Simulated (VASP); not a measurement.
# PtS2 (P-3m1) in VASP: notebook, part 2 of 2

VASP 6.6.1. Earlier steps stand in the parts before.

**4. Single point, PBE, spin-orbit coupling, no magnetisation**

Contents of INCAR:

```
PREC     = Accurate       # precision mode
ENCUT    = 400            # plane-wave cutoff, eV
EDIFF    = 1E-7           # SCF threshold, eV
ISMEAR   = 0              # smearing method
SIGMA    = 0.02           # smearing width, eV
LREAL    = False          # projectors in reciprocal space
LASPH    = True           # aspherical terms in the spheres
NELM     = 100            # most SCF steps
ALGO     = Normal         # electronic algorithm
ISIF     = 2              # what is computed and relaxed
LWAVE    = False          # write WAVECAR
LCHARG   = False          # write CHGCAR
LNONCOLLINEAR= True           # non-collinear magnetism
MAGMOM   = 0 0 0 0 0 0 0 0 0 # initial moments
LORBIT   = 11             # projections on sites
LSORBIT  = True           # spin-orbit coupling
GGA_COMPAT= False        
LMAXMIX  = 4              # l up to which the mixer works
GGA      = PE             # functional
NBANDS   = 38             # bands
```

Contents of KPOINTS:

```
regular mesh
0
Gamma
  4 4 3
```

Contents of POSCAR:

```
PtS2
1.0
    3.5432000000      0.0000000000      0.0000000000
   -1.7716000000      3.0685012107      0.0000000000
    0.0000000000      0.0000000000      5.0388000000
Pt S
1 2
Direct
    0.0000000000      0.0000000000      0.0000000000
    0.6666666667      0.3333333333      0.7730000000
    0.3333333333      0.6666666667      0.2270000000
```

Potentials or basis: VASP PAW PBE potentials, release 64 (Pt, S).

The run is started by

```bash
$ cat potpaw_PBE.64/Pt/POTCAR potpaw_PBE.64/S/POTCAR > POTCAR
$ mpirun -np 1 vasp_ncl > vasp.out
```

OUTCAR:

```text
PREC = Accurate
   ENCUT = 400
   EDIFF = 1E-7
   ISMEAR = 0
   LREAL = False
   LASPH = True
   NELM = 100
   ISIF = 2
   LNONCOLLINEAR = True
   LORBIT = 11
   LSORBIT = True
   GGA = PE

 Found      9 irreducible k-points:

 Following reciprocal coordinates:
            Coordinates               Weight
  0.000000  0.000000  0.000000      1.000000
  0.250000 -0.000000  0.000000      6.000000
  0.500000 -0.000000  0.000000      3.000000
  0.250000  0.250000  0.000000      6.000000
  0.000000  0.000000  0.333333      2.000000
  0.250000 -0.000000  0.333333      6.000000
   k-points           NKPTS =      9   k-points in BZ     NKDIM =      9   number of bands    NBANDS=     38
   number of dos      NEDOS =    301   number of ions     NIONS =      3
   total plane-waves  NPLWV =  20736
   dimension x,y,z NGX =    24 NGY =   24 NGZ =   36
   dimension x,y,z NGXF=    48 NGYF=   48 NGZF=   72
   ions per type =               1   2
   NGX,Y,Z   is equivalent  to a cutoff of  11.26, 11.26, 11.88 a.u.
   NGXF,Y,Z  is equivalent  to a cutoff of  22.52, 22.52, 23.76 a.u.
 SYSTEM =  unknown system
   PREC   = accura    normal or accurate (medium, high low for compatibility)
   ISTART =      0    job   : 0-new  1-cont  2-samecut
   ICHARG =      2    charge: 1-file 2-atom 10-const
   ISPIN  =      1    spin polarized calculation?
   LNONCOLLINEAR =      T non collinear calculations
   LSORBIT =      T    spin-orbit coupling
   LASPH  =      T    aspherical Exc in radial PAW
   ENCUT  =  400.0 eV  29.40 Ry    5.42 a.u.   5.78  5.78  8.22*2*pi/ulx,y,z
   NELM   =    100;   NELMIN=  2; NELMDL= -5     # of ELM steps
   EDIFF  = 0.1E-06   stopping-criterion for ELM
   LREAL  =      F    real-space projection
   EDIFFG = 0.1E-05   stopping-criterion for IOM
   NSW    =      0    number of steps for IOM
   IBRION =     -1    ionic relax: 0-MD 1-quasi-New 2-CG
   NFREE  =      0    steps in history (QN), initial steepest desc. (CG)
   ISIF   =      2    stress and relaxation
   ISYM   =      2    0-nonsym 1-usesym 2-fastsym
   POTIM  = 0.5000    time-step for ionic-motion
   TEBEG  =    0.0;   TEEND  =   0.0 temperature during run
   PSTRESS=    0.0 pullay stress
   NELECT =      22.0000    total number of electrons
   NUPDOWN=      -1.0000    fix difference up-down
   EMIN   =  10.00;   EMAX   =-10.00  energy-range for DOS
   EFERMI =   0.00;   METHOD = LEGACY
   ISMEAR =     0;   SIGMA  =   0.02  broadening in eV -4-tet -1-fermi 0-gaus
   EFERMI_NEDOS =   21; number of points for ismear=-14 and -15
   IALGO  =     38    algorithm
   IMIX   =      4    mixing-type and parameters
     AMIX     =   0.40;   BMIX     =  1.00
     AMIX_MAG =   1.60;   BMIX_MAG =  1.00
  volume/ion in A,a.u.               =      18.26       123.23
  Fermi-wavevector in a.u.,A,eV,Ry     =   1.207812  2.282434 19.848315  1.458810
  Thomas-Fermi vector in A             =   2.343439
   LORBIT       =     11    0 simple, 1 ext, 2 COOP (PROOUT), +10 PAW based schemes
   GGA     = PE    functional components
   LHFCALC =     F    Hartree Fock is set to
   AEXX    =    0.0000 exact exchange contribution
   IVDW    =     0    specifies the selected vdW correction
   LEPSILON=     F    determine dielectric tensor
   LRPA    =     F    only Hartree local field effects (RPA)
 Gauss-broadening in eV      SIGMA  =   0.02
  energy-cutoff  :      400.00
  volume of cell :       54.78
 maximum number of plane-waves:      2016
 NGX is ok and might be reduce to    24
   NGX = 11   NGY = 11   NGZ = 17

 number of electron      22.0000000 magnetization       0.0000000      0.0000000      0.0000000

 number of electron      21.9999993 magnetization      -0.0000000     -0.0000000     -0.0000000

 number of electron      21.9999993 magnetization      -0.0000000      0.0000000      0.0000000

 number of electron      21.9999993 magnetization      -0.0000000     -0.0000000      0.0000000

 Free energy of the ion-electron system (eV)
  ---------------------------------------------------
  ext. energy  EPLUGINS =         0.00000000
  ---------------------------------------------------
  free energy    TOTEN  =       -15.66672323 eV

  energy without entropy =      -15.66672323  energy(sigma->0) =      -15.66672323

 E-fermi :   6.7534     XC(G=0): -10.5803

 val. band max:        6.6205962764   @ k =   0.0000   0.0000   0.0000
 cond. band min:       7.6798741969   @ k =   0.0000   0.2500   0.3333
 fundamental gap:      1.0592779204
 Fermi energy:         6.7534339380

 k-point     1 :       0.0000    0.0000    0.0000
  band No.  band energies     occupation
      1      -8.8219      1.00000
      2      -8.8219      1.00000
      3      -5.5856      1.00000
      4      -5.5856      1.00000
      5      -0.5647      1.00000
      6      -0.5647      1.00000
[... 211 lines left out ...]
     33      16.1252      0.00000
     34      16.1252      0.00000

 [... further k-points ...]

 [bands above 34 left out]

------------------------ aborting loop because EDIFF is reached ----------------------------------------

  FORCE on cell =-STRESS in cart. coord.  units (eV):
  Direction    XX          YY          ZZ          XY          YZ          ZX
  --------------------------------------------------------------------------------------
  -------------------------------------------------------------------------------------
  Total        4.0485405      4.0485405      3.2078419      0.0000000      0.0000000      0.0000000
  in kB      118.4022574    118.4022574     93.8154677      0.0000000      0.0000000      0.0000000
  external PRESSURE =     110.2066608 kB  Pullay stress =       0.0000000 kB

 VOLUME and BASIS-vectors are now :
 -----------------------------------------------------------------------------
  energy-cutoff  :      400.00
  volume of cell :       54.78
      direct lattice vectors                 reciprocal lattice vectors
     3.543200000  0.000000000  0.000000000     0.282230752  0.162946001  0.000000000
    -1.771600000  3.068501211  0.000000000     0.000000000  0.325892001  0.000000000
     0.000000000  0.000000000  5.038800000     0.000000000  0.000000000  0.198459951

 POSITION                                       TOTAL-FORCE (eV/Angst)
 -----------------------------------------------------------------------------------
      0.00000      0.00000      0.00000        -0.000000      0.000000      0.000000
      1.77160      1.02283      3.89499        -0.000000      0.000000     -1.294876
     -0.00000      2.04567      1.14381         0.000000      0.000000      1.294876
 -----------------------------------------------------------------------------------
    total drift:                                0.000000     -0.000000     -0.000000

  FREE ENERGIE OF THE ION-ELECTRON SYSTEM (eV)
  ---------------------------------------------------
  free  energy   TOTEN  =       -15.6667232324 eV

  energy  without entropy=      -15.6667232324  energy(sigma->0) =      -15.66672323

 Spin-Orbit-Coupling matrix elements

 Ion:    1  E_soc:     -0.7665988
 l=   1
     0.0000000    -0.0375077    -0.0394294
    -0.0375077     0.0000000    -0.0375077
    -0.0394294    -0.0375077     0.0000000
 l=   2
     0.0000000    -0.0200088     0.0000000    -0.0200088    -0.0678856
    -0.0200088     0.0000000    -0.0484908    -0.0239520    -0.0200088
     0.0000000    -0.0484908     0.0000000    -0.0484908     0.0000000
    -0.0200088    -0.0239520    -0.0484908     0.0000000    -0.0200088
    -0.0678856    -0.0200088     0.0000000    -0.0200088     0.0000000
 l=   3
     0.0000000     0.0000000     0.0000000     0.0000000     0.0000000     0.0000000     0.0000000
     0.0000000     0.0000000     0.0000000     0.0000000     0.0000000     0.0000000     0.0000000
     0.0000000     0.0000000     0.0000000     0.0000000     0.0000000     0.0000000     0.0000000
     0.0000000     0.0000000     0.0000000     0.0000000     0.0000000     0.0000000     0.0000000
[... 29 lines left out ...]
 l=   2
     0.0000000     0.0000000     0.0000000     0.0000000     0.0000000
     0.0000000     0.0000000     0.0000000     0.0000000     0.0000000
     0.0000000     0.0000000     0.0000000     0.0000000     0.0000000
     0.0000000     0.0000000     0.0000000     0.0000000     0.0000000
     0.0000000     0.0000000     0.0000000     0.0000000     0.0000000
 l=   3
     0.0000000     0.0000000     0.0000000     0.0000000     0.0000000     0.0000000     0.0000000
     0.0000000     0.0000000     0.0000000     0.0000000     0.0000000     0.0000000     0.0000000
     0.0000000     0.0000000     0.0000000     0.0000000     0.0000000     0.0000000     0.0000000
     0.0000000     0.0000000     0.0000000     0.0000000     0.0000000     0.0000000     0.0000000
     0.0000000     0.0000000     0.0000000     0.0000000     0.0000000     0.0000000     0.0000000
     0.0000000     0.0000000     0.0000000     0.0000000     0.0000000     0.0000000     0.0000000
     0.0000000     0.0000000     0.0000000     0.0000000     0.0000000     0.0000000     0.0000000

 total charge

# of ion       s       p       d       tot
------------------------------------------
    1        0.732   0.889   8.008   9.629
    2        1.361   2.306   0.000   3.667
    3        1.361   2.306   0.000   3.667
--------------------------------------------------
tot          3.454   5.501   8.008  16.962

 magnetization (x)

# of ion       s       p       d       tot
------------------------------------------
    1        0.000   0.000   0.000   0.000
    2        0.000   0.000   0.000   0.000
    3        0.000   0.000   0.000   0.000
--------------------------------------------------
tot          0.000   0.000   0.000   0.000

 magnetization (y)

# of ion       s       p       d       tot
------------------------------------------
    1        0.000   0.000   0.000   0.000
    2        0.000   0.000   0.000   0.000
    3        0.000   0.000   0.000   0.000
--------------------------------------------------
tot          0.000   0.000   0.000   0.000

 magnetization (z)

# of ion       s       p       d       tot
------------------------------------------
    1        0.000   0.000   0.000   0.000
    2        0.000   0.000   0.000   0.000
    3        0.000   0.000   0.000   0.000
--------------------------------------------------
tot          0.000   0.000   0.000   0.000
```

It took 23 s on 1 thread of AMD EPYC 9R45 (Zen 5), shared host; peak memory 0.21 GiB.

The run converged, but some of its settings lie outside the range that counts as converged, so its numbers aren't taken as properties of the crystal.

Results:

```yaml
Free_energy: -15.6667 eV
Pressure: 11.0 GPa
Largest_force: 1.295 eV/Å
Valence_electrons_inside_the_program's_atomic_spheres: Pt 9.63; S 3.67
```

Caveat: the k mesh is coarse (spacing up to 0.51 Å⁻¹), so the values aren't converged; forces of over 1 eV/Å show positions far from the minimum, so gaps and moduli don't describe the material at rest.

**5. Single point, PBE, spin-orbit coupling, no magnetisation**

INCAR, as its differences from that of step 4:

```diff
@@ -1,3 +1,3 @@
 PREC     = Accurate       # precision mode
-ENCUT    = 400            # plane-wave cutoff, eV
+ENCUT    = 460            # plane-wave cutoff, eV
 EDIFF    = 1E-7           # SCF threshold, eV
```

KPOINTS is that of step 4.

POSCAR is that of step 4.

The run is started by

```bash
$ cat potpaw_PBE.64/Pt/POTCAR potpaw_PBE.64/S/POTCAR > POTCAR
$ mpirun -np 1 vasp_ncl > vasp.out
```

It took 32 s on 1 thread of AMD EPYC 9R45 (Zen 5), shared host; peak memory 0.25 GiB.

The run converged, but some of its settings lie outside the range that counts as converged, so its numbers aren't taken as properties of the crystal.

Results:

| Quantity | Value |
| --- | --- |
| Free energy | -15.6674 eV |
| Pressure | 11.0 GPa |
| Largest force | 1.295 eV/Å |
| Valence electrons inside the program's atomic spheres | Pt 9.63; S 3.67 |

Caveat: the k mesh is coarse (spacing up to 0.51 Å⁻¹), so the values aren't converged; forces of over 1 eV/Å show positions far from the minimum, so gaps and moduli don't describe the material at rest.

**6. The reference run**

An earlier run on the cell as given: functional PBEsol; potentials or basis VASP PAW PBE potentials, release 64 (Pt, S); cutoff 520 eV; k mesh 9 × 9 × 5; occupations fermi-dirac, width 0.05 eV; no spin polarisation.

- Pressure: 6.1 GPa
- Largest force: 0.930 eV/Å
- Band gap on the k mesh: 0.96 eV, indirect (least direct gap 1.00 eV)
